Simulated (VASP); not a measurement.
Here is a VASP 6.6.1 calculation.

Contents of INCAR:

```
  PREC = Accurate
  ENCUT = 600
  EDIFF = 1E-6
  ISMEAR = 0
  SIGMA = 0.02
  LREAL = False
  LASPH = True
  NELM = 60
  ALGO = Normal
  ISIF = 3
  LWAVE = False
  LCHARG = False
  IBRION = 2
  NSW = 40
  EDIFFG = -0.01
  LATTICE_CONSTRAINTS = .FALSE. .FALSE. .TRUE.
```

Contents of KPOINTS:

```
Automatic mesh
0
Gamma
  8 8 6
```

File POSCAR:

```
MgO
1.0
    2.9265134136      0.0000000000      0.0000000000
    0.0000000000      2.9265134136      0.0000000000
    0.0000000000      0.0000000000      4.2613239463
Mg O
2 2
Direct
    0.0000000000      0.0000000000      0.0000000000
    0.5000000000      0.5000000000      0.5000000000
    0.5000000000      0.5000000000      0.0000000000
    0.0000000000      0.0000000000      0.5000000000
```

Potentials or basis: VASP PAW LDA potentials, release 64 (Mg, O).

Launch:

```bash
$ cat potpaw_LDA.64/Mg/POTCAR potpaw_LDA.64/O/POTCAR > POTCAR
$ mpirun -np 1 vasp_std > vasp.out
```

(1) Predict the relaxed volume.

(2) Predict the space group after relaxing (to 0.05 Å).

(3) Estimate the relaxed cell.

(4) Predict the band gap on the k mesh.

Answers

(1) 8.88 Å³/atom.

(2) Fm-3m (No. 225).

(3) a = 2.927 Å, b = 2.927 Å, c = 4.148 Å, α = 90.00°, β = 90.00°, γ = 90.00°.

(4) 5.16 eV.
